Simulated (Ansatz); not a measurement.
**ZnO (rocksalt type): optical response by level**

How does ZnO (rocksalt type) absorb light if electrons and holes don't interact? Plan: HSE06 for the gap; optics with PBE on 10×10×10; optics with r2SCAN on 10×10×10; optics with LDA on 10×10×10; optics with PBE and scissors to the HSE06 gap on 10×10×10.

Method: plane waves, PAW; no local fields, no excitons, in Ansatz 0.2.0.

## 1. Starting point

The structure is cubic, space group Fm-3m (No. 225). Conventional cell: a = 4.268 Å, b = 4.268 Å, c = 4.268 Å, α = 90.00°, β = 90.00°, γ = 90.00°. Zn (site symmetry m-3m) is surrounded by 6 O at 2.13 Å. O (site symmetry m-3m) has 6 Zn at 2.13 Å as nearest neighbours.

Coordinates:

```cif
data_structure
_symmetry_space_group_name_H-M 'P 1'
_symmetry_Int_Tables_number 1
_cell_length_a 3.0176
_cell_length_b 3.0176
_cell_length_c 3.0176
_cell_angle_alpha 60.000
_cell_angle_beta 60.000
_cell_angle_gamma 60.000
_cell_volume 19.43
loop_
_atom_site_label
_atom_site_type_symbol
_atom_site_fract_x
_atom_site_fract_y
_atom_site_fract_z
_atom_site_occupancy
Zn1 Zn 0.00000 0.00000 0.00000 1
O1 O 0.50000 0.50000 0.50000 1
```

Cell and atoms come from an earlier r2SCAN relaxation.

## 2. HSE06 levels at special points

Contents of input.yaml:

```yaml
crystal:
  lattice:
    - [0.0, 2.1337703963, 2.1337703963]
    - [2.1337703963, 0.0, 2.1337703963]
    - [2.1337703963, 2.1337703963, 0.0]
  atoms:
    - { symbol: Zn, position: [0.0, 0.0, 0.0] }
    - { symbol: O, position: [0.5, 0.5, 0.5] }
kpoints:
  mp_grid: { grid: [6, 6, 6] }
  band_path:
    path:
      - [0.0, 0.0, 0.0]
      - [0.5, 0.0, 0.5]
      - [0.625, 0.25, 0.625]
      - [0.375, 0.375, 0.75]
      - [0.5, 0.5, 0.5]
      - [0.5, 0.25, 0.75]
      - [0.0, 0.0, 0.5]
    npoints: 1
hamiltonian:
  xc: hse06
scf:
  occupations: { method: fixed }
  n_extra_bands: 4
output:
  forces: true
  stress: true
  eigenvalues: true
```

On the command line:

```console
$ ansatz run input.yaml --threads 4 --pin off --max-ram 3686MiB --backend cpu --events-out ev --progress --plain --runs-dir out
```

Further steps of the session: Optics, PBE; Optics, r2SCAN; Optics, LDA; Optics, PBE with a scissors shift.

**Question.** What will the summary of the whole plan be? Wanted: ε∞, PBE; ε∞, r2SCAN; ε∞, LDA; tallest peak of ε₂, PBE; tallest peak of ε₂, r2SCAN; tallest peak of ε₂, LDA; HSE06 direct gap.

**Answer**, as computed:

| quantity | value |
| --- | --- |
| ε∞, PBE | 5.40 |
| ε∞, r2SCAN | 4.68 |
| ε∞, LDA | 5.54 |
| ε∞, PBE + 1.61 eV scissors | 4.61 |
| tallest peak of ε₂, PBE | 8.8 at 7.45 eV |
| tallest peak of ε₂, r2SCAN | 7.8 at 8.20 eV |
| tallest peak of ε₂, LDA | 9.2 at 7.30 eV |
| tallest peak of ε₂, PBE + 1.61 eV scissors | 8.8 at 9.05 eV |
| HSE06 direct gap | 3.96 eV |

What this shows: PBE + 1.61 eV scissors has the widest direct gap (3.96 eV) and LDA the narrowest (2.32 eV); ε∞ is 4.61 and 5.54: a wider gap screens less. Local fields and excitons are left out: both change ε∞, and without excitons the onset lacks its lines.
